## Question

I am looking at the same tungsten disilicide crystal computed with five programs, all with the PBE functional.

Equation of state of WSi₂ (I4/mmm) from PBE without spin polarisation, spin–orbit coupling or dispersion correction; 12×12×12 k mesh, Fermi–Dirac smearing of 0.05 eV. Volume, modulus and its pressure derivative (slope) come from Birch–Murnaghan fits to seven volumes at fixed cell shape. The basis column gives the plane-wave cutoff or, for LAPW, the basis error.

```csv
program,potentials,basis,equilibrium volume (Å³/atom),bulk modulus (GPa),bulk modulus slope,equilibrium volume less the median of the rows (Å³/atom)
Ansatz LAPW,"all electron LAPW, scalar relativistic",0.001 eV/atom basis error,13.673,220.10,4.370,-0.006
Ansatz,Ansatz PAW,420 eV,13.674,221.00,4.390,-0.005
ABACUS,PseudoDojo NC SR 0.4.1 PBE standard,1007 eV,13.679,220.50,4.380,0.000
Quantum ESPRESSO,SSSP 1.3 efficiency PBE,748 eV,13.685,221.40,4.400,0.006
GPAW,GPAW PAW data sets (gpaw data 1.2.1),600 eV,13.714,221.70,4.410,0.035
```

I have seven questions:

1. Which digits of the volume can I use?
2. The total energies of these programs differ by more than 150 000 eV per atom. How can the volumes agree at all?
3. GPAW has the largest volume. Is that the price of not treating all electrons?
4. GPAW also has the largest bulk modulus. Shouldn't a more widely spaced crystal be softer?
5. Can the answer to question 4 be put into numbers?
6. Which digits of the modulus can I use?
7. What would change with another functional, or in a softer crystal?

## Answer

### 1. Digits of the volume

Three figures are safe: 13.7 Å³/atom. Four of the programs lie within 0.012 Å³/atom of each other, and GPAW lies 0.3% above the all-electron LAPW result. A length changes by only a third of that percentage, so a tungsten–silicon contact of 2.615 Å would differ by about 0.003 Å.

The order of the four close rows should not be interpreted. The LAPW energies carry a basis error of 0.001 eV/atom. If that error grew evenly from zero at one end of the volume range to its full size at the other, it would move the volume by 0.006 Å³/atom.

### 2. Different energies, similar volumes

The total energy depends on what is counted and where zero is placed. An all-electron program includes the deep core electrons, whose binding energy is enormous, while a pseudopotential program leaves them out. The core hardly notices a small compression, so its energy is nearly the same at every volume and drops out of the comparison.

What fixes the equilibrium volume is how the energy changes as the cell is scaled. Compression from 13.748 to 12.670 Å³/atom costs about 0.057 eV/atom in LAPW and 0.063 eV/atom in GPAW. That small difference matters here; the huge difference in total energy does not.

### 3. All electrons or not

Leaving the core out of the self-consistent calculation is not enough to explain the shift. The other three programs that do so lie within 0.012 Å³/atom of all-electron LAPW. One of them, Ansatz, even uses the PAW method, as GPAW does, yet it gives 13.674 Å³/atom beside GPAW's 13.714.

The plane-wave cutoff is an unlikely cause too. An unfinished basis generally makes the directly computed stress disagree with the pressure derived from the energy curve. In GPAW the two differ by only about 0.02 GPa, worth about 0.001 Å³/atom. The likely source is therefore the PAW data set, the tabulated description of each atom near its nucleus, although only a run with another set could confirm it.

### 4. Larger and stiffer

A crystal that is merely stretched does become softer, because its bonds resist further changes less strongly. But GPAW does not describe the LAPW crystal under a constant stretch. It adds a small outward pressure that grows as the atoms are pushed together: 0.48 GPa at the largest volume studied and 1.07 GPa at the smallest.

This extra pressure acts in two ways. Its size pushes the equilibrium volume outward, which softens the crystal. Its growth on compression is an added resistance, which stiffens it, and here the stiffening wins.

The modulus column hides most of this, because each value belongs to that program's own equilibrium volume. Over the same interval, from 13.479 to 13.748 Å³/atom, the modulus is 229 GPa in GPAW and 225 GPa in LAPW.

### 5. The estimate

Let V be the equilibrium volume of the reference program, B its bulk modulus and B′ its bulk modulus slope, the rate at which B rises with pressure. Let p be GPAW's extra pressure at V, growing on compression as V⁻ⁿ.

- The crystal expands until its own inward pull balances p, so the volume rises by V·p/B.
- This expansion lowers the modulus by B′·p.
- The growth of the extra pressure raises the modulus by n·p.
- The net change is (n − B′)·p, so GPAW is stiffer when n exceeds B′.

Against LAPW, p is 0.651 GPa. The volume shift is 13.673 × 0.651 / 220.1 = 0.040 Å³/atom, and the computed one is 0.041. The pressures at the two ends of the volume range give n = 6.66, so the modulus change is (6.66 − 4.37) × 0.651 = 1.5 GPa, and the computed one is 1.6. A constant extra pressure would have lowered the modulus by 2.8 GPa.

The output below repeats the estimate against all four other programs, and n exceeds B′ each time. The margin is narrowest against Quantum ESPRESSO, where the two effects nearly cancel and the estimate gives 0.2 GPa instead of 0.3. Pressures and energies come from the same runs, so this agreement shows how the two differences belong together; it does not identify their origin.

### 6. Digits of the modulus

Quote about 220 GPa and drop the decimals. The five values span 1.6 GPa, or 0.7%, but the modulus is more delicate than the volume because it measures the curvature of the energy curve. If the LAPW basis error of 0.001 eV/atom were zero in mid-range and full at both ends, it would change the modulus by about 7 GPa. Most of such an error is normally the same at every volume and cancels, so this is a pessimistic estimate, though not a strict bound.

There is also a physical condition on the number. The cell was scaled without changing its shape or the relative positions of its atoms. If both start at their optimum, a crystal free to adjust them under pressure has the same modulus or a lower one.

### 7. Another functional, another crystal

A series that kept one program and changed the functional would test something else. The local density approximation usually gives smaller volumes and stiffer solids than PBE, with volume changes of a few percent, roughly ten times the largest difference here. All five programs would be expected to move together.

For that reason, their agreement shows that they solve nearly the same equations, not that the result matches experiment. They share the errors of PBE, and they all omit spin–orbit coupling and the zero-point motion of the atoms.

For another crystal, the expression V·p/B is the guide. The same extra pressure would cause twice the relative volume shift in a solid with half the modulus. The pressure need not stay the same, however: it depends on the elements and, as here, on how closely the atoms are packed. A softer crystal shows a larger relative shift unless p falls by at least the same factor as B.

Printed output of the fit:

```
volume spread of the four rows without GPAW (A^3/atom): 0.012
the same spread (percent): 0.08776
GPAW volume less LAPW volume (percent): 0.2999
the same difference as a change of a 2.615 A contact (A): 0.002614
modulus spread of all five rows (GPa): 1.6
modulus spread of all five rows (percent of the smallest): 0.7269
worst volume shift if 0.001 eV/atom of LAPW error tilts across the range (A^3/atom): 0.006154
worst modulus shift if 0.001 eV/atom of LAPW error bows from centre to both ends (GPa): 6.699
GPAW stress pressure less energy-fit pressure at 13.479 A^3/atom (GPa): -0.01795
size of that mismatch as a volume shift (A^3/atom): 0.00111
Energies and modulus at common volumes:
               row  total energy at 13.748 (eV/atom)  energy rise from 13.748 to 12.670 (eV/atom)  modulus between 13.479 and 13.748 (GPa)
       Ansatz LAPW                           -151663                                        0.057                                    224.6
            Ansatz                             -3886                                      0.05808                                    225.5
            ABACUS                            -765.1                                      0.05853                                    225.2
  Quantum ESPRESSO                            -825.7                                      0.05955                                    226.7
              GPAW                            -7.792                                      0.06344                                    229.2
Extra pressure of GPAW over each row (GPAW itself has no entry and prints 0):
               row  at 12.670 (GPa)  at 13.479 (GPa)  at 14.287 (GPa)  at the minimum of the row (GPa)  exponent n
       Ansatz LAPW            1.065           0.7157           0.4784                            0.651       6.664
            Ansatz           0.9674           0.6926            0.499                           0.6404       5.509
            ABACUS           0.9395           0.6424           0.4391                           0.5847        6.33
  Quantum ESPRESSO           0.7122            0.534           0.4038                           0.4974       4.723
              GPAW                0                0                0                                0           0
GPAW less each row from the extra pressure and as computed:
               row  volume shift estimated (A^3/atom)  volume shift computed (A^3/atom)  modulus change for constant pressure (GPa)  modulus change for steepening pressure (GPa)  modulus change computed (GPa)
       Ansatz LAPW                            0.04044                             0.041                                      -2.845                                         1.494                            1.6
            Ansatz                            0.03962                              0.04                                      -2.811                                        0.7168                            0.7
            ABACUS                            0.03627                             0.035                                      -2.561                                          1.14                            1.2
  Quantum ESPRESSO                            0.03074                             0.029                                      -2.188                                        0.1608                            0.3
              GPAW                                  0                                 0                                           0                                             0                              0
```
